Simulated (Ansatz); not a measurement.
SrF2:
```
SrF2
1.0
    0.00000     2.92866     2.92866
    2.92866     0.00000     2.92866
    2.92866     2.92866     0.00000
Sr F
1 2
Direct
  0.00000   0.00000   0.00000
  0.75000   0.75000   0.75000
  0.25000   0.25000   0.25000
```

Relaxed with PBE. Special points in fractions of this cell's reciprocal vectors: Γ (0.000, 0.000, 0.000); X (0.500, 0.000, 0.500); U (0.625, 0.250, 0.625); K (0.375, 0.375, 0.750); L (0.500, 0.500, 0.500); W (0.500, 0.250, 0.750).

### Question
List the band energies nearest the valence-band maximum at these points for the program Ansatz at the PBE level (PAW).

### Answer
In eV from the valence-band maximum; about four levels below and three above (degenerate sets whole), none deeper than 8.9 eV; points with the same levels are listed once.

| k | below | above |
|---|---|---|
| Γ | -1.62 -1.62 -1.62 -0.10 -0.10 -0.10 | 6.78 9.99 9.99 |
| X | -0.92 -0.92 -0.26 -0.26 0.00 | 8.11 10.03 11.39 |
| U | -0.85 -0.48 -0.23 -0.07 | 8.39 10.26 10.77 |
| L | -0.88 -0.72 -0.44 -0.44 | 9.99 10.08 10.08 |
| W | -0.61 -0.61 -0.20 -0.07 | 8.43 10.64 10.64 |

Space group Fm-3m (fluorite). The cell was relaxed with PBE under the symmetry of its start. Spin–orbit coupling is left out wherever it is not named.

Potentials: the later of the program's two PAW sets.
